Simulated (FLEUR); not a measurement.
Runs of FLEUR MaX-R8.1 (later development tree) on Ta. Symmetry: Im-3m, No. 229, cubic system. Conventional cell: a = 3.303 Å, b = 3.303 Å, c = 3.303 Å, α = 90.00°, β = 90.00°, γ = 90.00°. Ta (site symmetry m-3m) has 8 Ta at 2.86 Å as nearest neighbours. 

```tsv
task	level	spin	k mesh	muffin-tin radii	max iterations	mixing factor	mixer	mixer history	gap on the mesh (eV)	V0 of scaled cells (Å³/atom)	B0 (GPa)
equation of state	PBE	off	11 × 11 × 11	Ta 2.45 bohr	-	-	-	-	-	18.24	193
single point	PBE	off	11 × 11 × 11	Ta 2.45 bohr	60	0.05	Anderson	15	none	-	-
equation of state	r2SCAN	off	11 × 11 × 11	Ta 2.45 bohr	-	-	-	-	-	(c)	(a)
single point	PBEsol	off	11 × 11 × 11	Ta 2.45 bohr	60	0.05	Anderson	15	none	-	-
equation of state	WC	off	11 × 11 × 11	Ta 2.45 bohr	-	-	-	-	-	17.71	212
equation of state	PBEsol	off	11 × 11 × 11	Ta 2.45 bohr	-	-	-	-	-	(b)	213
```

Alike in all rows: potentials or basis all-electron, FLAPW; cell as given; smearing fermi-dirac 0.05 eV; kmax 4.1 1/bohr.

Task: Estimate the missing entries.

Result: (a) 198; (b) 17.62; (c) 18.00.

Caveats: the meta-GGA is that of a development version, with a GGA for the radial functions and cores and without core tails (some runs).

A k mesh can miss the band edges, and the runs leave out spin-orbit coupling on Ta.

A gap of «none» marks a metal or a gap under the smearing width.

Not every run made on this cell is shown here.
